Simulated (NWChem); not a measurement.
This NWChem 7 run on As needs a look.

File as.nw:

```
start as
title "As scf"
memory 5 mb
geometry units angstrom nocenter noautosym noautoz print
  system crystal
    lattice_vectors
         3.7615937974    2.1717571914    7.0281239890
        -3.7615937974    2.1717571914    7.0281239890
         0.0000000000   -4.3435143830    7.0281239890
  end
  As  0.1016625000  0.1320440000  0.0949920000
  As  0.1016625000  0.1320440000 -0.4050080000
  As  0.1016625000 -0.3679560000  0.0949920000
  As  0.1016625000 -0.3679560000 -0.4050080000
  As -0.3983375000  0.1320440000  0.0949920000
  As -0.3983375000  0.1320440000 -0.4050080000
  As -0.3983375000 -0.3679560000  0.0949920000
  As -0.3983375000 -0.3679560000 -0.4050080000
  As  0.3987430000  0.3782370000  0.4006615000
  As  0.3987430000  0.3782370000 -0.0993385000
  As  0.3987430000 -0.1217630000  0.4006615000
  As  0.3987430000 -0.1217630000 -0.0993385000
  As -0.1012570000  0.3782370000  0.4006615000
  As -0.1012570000  0.3782370000 -0.0993385000
  As -0.1012570000 -0.1217630000  0.4006615000
  As -0.1012570000 -0.1217630000 -0.0993385000
end
nwpw
  simulation_cell
    ngrid 48 48 48
  end
  xc pbesol-grimme4
  cutoff 20.0
  ewald_ncut 8
  ewald_rcut 3.0
  odft
  mult 11
  cg grassman
  loop 10 10
  tolerances 1e-08 1e-08
  dplot
    density total rho.cube
    density diff spin.cube
  end
end
set includestress .true.
task pspw gradient
task pspw pspw_dplot
```

Potentials or basis: NWChem's default library (pspw_default).

Run with:

```sh
$ nwchem as.nw > as.out
```

as.out:

```text
------------------------------------------------------------------------
 Memory_Defaults: Global memory limit unreasonable              -94640
 ------------------------------------------------------------------------
 input error at line    3: at end of line looking for character string
 memory 5 mb
 ------------------------------------------------------------------------
  current input line :
     3: memory 5 mb
 ------------------------------------------------------------------------
 ------------------------------------------------------------------------
 There is an error in the input file
 ------------------------------------------------------------------------

0:Memory_Defaults: Global memory limit unreasonable:Received an Error in Communication
```

Diagnose the run.

The program refused the input. The input holds a flaw that was put in on purpose: too little memory (memory = 5).
